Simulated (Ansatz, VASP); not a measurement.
## One calculation of Pd, two programs

Contents of INCAR:

```
PREC = Accurate
ENCUT = 520
EDIFF = 1E-7
ISMEAR = -1
SIGMA = 0.05
LREAL = F
LASPH = T
NELM = 150
ALGO = Normal
ISIF = 2
LWAVE = F
LCHARG = T
ISPIN = 2
MAGMOM = 0.5
LORBIT = 11
LMAXMIX = 4
GGA = PS
LELF = T
LVHAR = T
NBANDS = 15
```

Contents of KPOINTS:

```
regular mesh
0
Gamma
  16 16 16
```

Contents of POSCAR:

```
Pd
1.0
   -1.5424331855      1.5424331855      1.5424331855
    1.5424331855     -1.5424331855      1.5424331855
    1.5424331855      1.5424331855     -1.5424331855
Pd
1
Direct
    0.0000000000      0.0000000000      0.0000000000
```

Input for Ansatz:

```yaml
crystal:
  lattice:
    - [-1.5424331855, 1.5424331855, 1.5424331855]
    - [1.5424331855, -1.5424331855, 1.5424331855]
    - [1.5424331855, 1.5424331855, -1.5424331855]
  atoms:
    - { symbol: Pd, position: [0.0, 0.0, 0.0], spin: 0.5 }
hamiltonian:
  xc: pbesol
  pseudopotentials:
    kind: paw
    azcp:
      Pd: "pseudopotentials/Pd.paw.azcp"
basis:
  ecutwfc: 420
  fft_grid_basis: typed
kpoints:
  mp_grid: { grid: [16, 16, 16], shift: [0, 0, 0] }
magnetization:
  spin_polarized: true
scf:
  occupations: { method: fermi_dirac, width: 0.05 }
  lower_state_search: "off"
output:
  stress: true
```

Alike in both runs: task single point; functional PBEsol; k mesh 16 × 16 × 16; occupations fermi-dirac, width 0.05 eV; collinear spin.

|  | VASP | Ansatz |
| --- | --- | --- |
| version | VASP 6.6.1 | Ansatz 0.2.0 |
| potentials or method | VASP PAW PBE potentials, release 64 (Pd) | plane waves (420 eV) with PAW, scalar-relativistic |
| plane-wave cutoff (eV) | 520 | 420 |
| valence electrons in the cell | 10 | 18 |

Ansatz gave:

| Property | Result |
| --- | --- |
| pressure (GPa) | 0.0 |
| net moment per atom (μB) | 0.00 |

What did VASP give for the same quantities?

Pressure (GPa): -0.3; net moment per atom (μB): 0.00.

The two sets of potentials don't hold the same shells in valence. Ansatz warned: «pseudo_functional_mismatch».

Caveats: the PAW data sets were made with another functional, which shifts forces and pressure a little (VASP).
